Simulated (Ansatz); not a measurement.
# KF: the cost of one run

Program: Ansatz 0.2.0. Level of theory: reference: DFT, HSE06, plane waves, PAW. These are calculated values, not measurements.

6 further runs of the same task are left out: 1 for a known fault of the program, 5 that didn't finish.

### 1 Starting point

The structure is cubic, space group F-43m (No. 216). Conventional cell: a = 5.871 Å, b = 5.871 Å, c = 5.871 Å, α = 90.00°, β = 90.00°, γ = 90.00°. K (site symmetry -43m) has 4 F at 2.54 Å as nearest neighbours. F (site symmetry -43m) has 4 K at 2.54 Å as nearest neighbours.

As a file:

```xyz
2
Lattice="0.0000 2.9354 2.9354 2.9354 0.0000 2.9354 2.9354 2.9354 0.0000" Properties=species:S:1:pos:R:3 pbc="T T T"
K     0.0000    0.0000    0.0000
F     1.4677    1.4677    1.4677
```

### 2 Baseline

The input, input.yaml:

```yaml
crystal:
  lattice:
    - [0.0, 2.9354014298, 2.9354014298]
    - [2.9354014298, 0.0, 2.9354014298]
    - [2.9354014298, 2.9354014298, 0.0]
  atoms:
    - { symbol: K, position: [0.0, 0.0, 0.0] }
    - { symbol: F, position: [0.25, 0.25, 0.25] }
kpoints:
  mp_grid: { grid: [4, 4, 4] }
hamiltonian:
  xc: hse06
scf:
  occupations: { method: fixed }
  n_extra_bands: 4
output:
  forces: true
  stress: true
  eigenvalues: true
```

Launch:

```
> ansatz run input.yaml --threads 4 --pin off --max-ram 3686MiB --backend cpu --events-out ev --progress --plain --runs-dir out
```

What time and memory should one allow on 4 threads of Arm Neoverse V2, shared host?

About 3 s, with a peak of 0.55 GiB.
